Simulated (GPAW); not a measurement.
Here is a GPAW 26.7.0 calculation.

run.py

```python
from ase.calculators.mixing import SumCalculator
from ase.eos import EquationOfState
from ase.io import Trajectory, read
from ase.units import GPa
from dftd3.ase import DFTD3
from gpaw import GPAW, PW

atoms = read('BN.cif')

traj = Trajectory('eos.traj', 'w')
volumes, energies = [], []
for x in [0.94, 0.96, 0.98, 1.0, 1.02, 1.04, 1.06]:
    a = atoms.copy()
    a.set_cell(atoms.cell * x**(1 / 3), scale_atoms=True)
    calc = GPAW(mode=PW(800),
                xc='RPBE',
                kpts={'size': (10, 10, 10), 'gamma': True},
                occupations={'name': 'fermi-dirac', 'width': 0.05},
                nbands=11,
                convergence={'density': 1e-05, 'energy': 1e-05},
                maxiter=150,
                txt=f'eos-{x:.2f}.txt')
    a.calc = SumCalculator([calc, DFTD3(method='rpbe', damping='d3bj')])
    energies.append(a.get_potential_energy())
    volumes.append(a.get_volume())
    p = -a.get_stress()[:3].mean() / GPa
    calc.write(f'eos-{x:.2f}.gpw')
    traj.write(a)
    print(f'{x:.2f} {volumes[-1]:10.4f} A^3 {energies[-1]:14.6f} eV {p:9.3f} GPa', flush=True)

v0, e0, B = EquationOfState(volumes, energies, eos='birchmurnaghan').fit()
print(f'V0 = {v0:.4f} A^3, E0 = {e0:.6f} eV, B0 = {B / GPa:.2f} GPa')
```

File BN.cif:

```cif
data_BN
_cell_length_a 2.56397060
_cell_length_b 2.56397060
_cell_length_c 2.56397060
_cell_angle_alpha 60.00000000
_cell_angle_beta 60.00000000
_cell_angle_gamma 60.00000000
_space_group_name_H-M_alt 'P1'
_space_group_name_Hall 'P 1'
_space_group_IT_number 1
loop_
_space_group_symop_operation_xyz
'x,y,z'
loop_
_atom_site_label
_atom_site_type_symbol
_atom_site_symmetry_multiplicity
_atom_site_Wyckoff_symbol
_atom_site_fract_x
_atom_site_fract_y
_atom_site_fract_z
_atom_site_occupancy
N1 N 1 a 0.2500000000 0.2500000000 0.2500000000 1
B1 B 1 a 0.0000000000 0.0000000000 0.0000000000 1
```

Potentials or basis: the program's PAW data sets (release 1.2.1) made for this functional, pw.

Command:

```bash
$ OMP_NUM_THREADS=1 python run.py
```

(1) Predict the pressure derivative of the bulk modulus.

(2) Estimate the equilibrium volume.

Answers

(1) 3.9.

(2) 5.73 Å³/atom.

**Measured values to compare with.**

“Effect of nanostructuration on compressibility of cubic BN”, 2012, arxiv:1208.3664 quotes, for a bulk crystal of BN at 300 K: bulk modulus 395 ± 2 GPa.

Against the measured bulk modulus of BN, 395 GPa (300 K; quoted in “Effect of nanostructuration on compressibility of cubic BN”, 2012, arxiv:1208.3664), the calculated 397 GPa is off by +0.6 %. The fit is for a static lattice scaled at fixed shape and fixed fractional positions.
